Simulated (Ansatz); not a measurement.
**C2H2Cl2: small, medium and large basis sets**

How large a basis does C2H2Cl2 need? Two functionals are run in growing sets.

Program: Ansatz 0.2.0, Gaussian basis. Level of theory: one geometry, several basis sets. These are calculated values, not measurements.

Levels to be run: PBE0-D4/def2-SVP; ωB97M-V/def2-SVP; PBE0-D4/def2-QZVPP; ωB97M-V/def2-QZVPP; the functionals' def2-TZVPP values are taken from earlier runs.

## Step 1: Structure used throughout

The geometry comes from an earlier relaxation with PBE0-D4 in a triple-zeta def2 set; it is a stationary point.

6 atoms, charge 0, spin multiplicity 1.

Atoms are counted from 1 here; the program's logs count them from 0.

Bond lengths: Cl1–C2 1.714 Å, C2–C3 1.322 Å, C2–H5 1.082 Å, C3–Cl4 1.714 Å, C3–H6 1.082 Å. Angles: Cl1–C2–C3 121.7°, Cl1–C2–H5 114.9°, C3–C2–H5 123.4°, C2–C3–Cl4 121.7°, C2–C3–H6 123.4°, Cl4–C3–H6 114.9°.

## Step 2: PBE0-D4 in def2-SVP

Contents of in.yaml:

```yaml
crystal:
  periodic: [false, false, false]
  atoms:
    - {symbol: Cl, position_ang: [1.726215, -0.267745, 1.230159]}
    - {symbol: C, position_ang: [0.613544, -0.235149, -0.072995]}
    - {symbol: C, position_ang: [-0.613541, 0.235160, 0.073003]}
    - {symbol: Cl, position_ang: [-1.726219, 0.267684, -1.230152]}
    - {symbol: H, position_ang: [0.993977, -0.624918, -1.007450]}
    - {symbol: H, position_ang: [-0.993977, 0.624959, 1.007445]}
basis:
  gaussian: {orbitals: def2-SVP}
hamiltonian: {xc: pbe0, dispersion: d4}
output: {orbitals: {seedname: orbitals}}
```

The run is started by

```
> ansatz run in.yaml --threads 4 --pin off --events-out ev --progress --plain --max-ram 10444MiB
```

The runs that follow: ωB97M-V in def2-SVP; PBE0-D4 in def2-QZVPP; ωB97M-V in def2-QZVPP.

Q: Predict the results of all the runs planned. Wanted: PBE0-D4: double and triple zeta above quadruple; ωB97M-V: double and triple zeta above quadruple.

As calculated:

| quantity | value |
| --- | --- |
| PBE0-D4: double and triple zeta above quadruple | 11.93, 0.85 eV |
| ωB97M-V: double and triple zeta above quadruple | 11.89, 0.81 eV |

For PBE0-D4 the step from double to triple zeta gains 11.08 eV and the next only 0.85 eV. Total energies overstate the basis error of differences, where much of it tends to cancel. The LUMO of ωB97M-V is positive and keeps falling with the basis (1.91 to 1.36 eV): an unbound level that the basis holds in place.
